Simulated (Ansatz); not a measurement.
## PbS, one cell by several methods

```yaml
crystal:
  lattice:
    - [2.94050, -2.90000, 0.00000]
    - [2.94050, 2.90000, 0.00000]
    - [-1.08005, 0.00000, 11.70929]
  atoms:
    - { symbol: Pb, position: [0.77560, 0.77560, 0.63638] }
    - { symbol: Pb, position: [0.22440, 0.22440, 0.36362] }
    - { symbol: S, position: [0.26840, 0.26840, 0.59860] }
    - { symbol: S, position: [0.73160, 0.73160, 0.40140] }
```

Atom numbers follow the list: Pb1, Pb2, S3, S4.

Conventional cell: a = 5.881 Å, b = 5.800 Å, c = 11.759 Å, α = 90.00°, β = 95.27°, γ = 90.00°. Pb (atom 1) is surrounded by 5 S at 2.75 to 2.98 Å. S (atom 3) is surrounded by 5 Pb at 2.75 to 2.98 Å.

The cell is COD entry 2106944, as deposited and not checked against the literature; nothing was relaxed.

No spin–orbit coupling, which matters for the heavy atoms here.

Methods: DFT, PBEsol, PAW with Ansatz's default frozen-core files, scalar-relativistic (Ansatz 0.2.0); DFT, PBEsol, all-electron PAW with datasets made for the crystal, scalar-relativistic (Ansatz 0.2.0); DFT, PBEsol, all-electron LAPW, scalar-relativistic (Ansatz 0.2.0).

For PAW: a Γ-centred 7×7×3 k mesh, Fermi–Dirac smearing of 0.01 eV, cutoff 420 eV, no spin polarisation; the PAW files were made with PBE, and the program remakes their frozen cores for this functional. The crystal-made all-electron datasets (AE datasets) take a cutoff of 240 eV at this cell. LAPW targets a basis error of 0.5 meV/atom. The Ansatz runs share mesh, smearing and spin set-up. Plane-wave (PAW) pressures include the program's estimate of the Pulay term.

Stress and pressure are positive in compression.

Levels count from the top of the valence band.

```tsv
quantity	PAW	AE datasets	LAPW
pressure (GPa)	-1.07	-1.07	-1.07
stress xx (GPa)	-0.98	-0.98	-0.98
stress yy (GPa)	-0.13	-0.13	-0.13
stress zz (GPa)	-2.10	-2.09	-2.09
force on Pb1, z (eV/Å)	-0.675	-0.674	-0.674
force on S3, z (eV/Å)	-0.197	-0.197	-0.197
band gap (eV)	1.250	1.252	1.252
highest filled level at Γ (eV)	0.000	0.000	0.000
lowest empty level at Γ (eV)	1.368	1.369	1.369
highest filled level at M2 (eV)	-1.446	-1.446	-1.446
lowest empty level at M2 (eV)	3.682	3.683	3.683
highest filled level at Y2 (eV)	-1.446	-1.446	-1.446
lowest empty level at Y2 (eV)	3.685	3.686	3.686
```
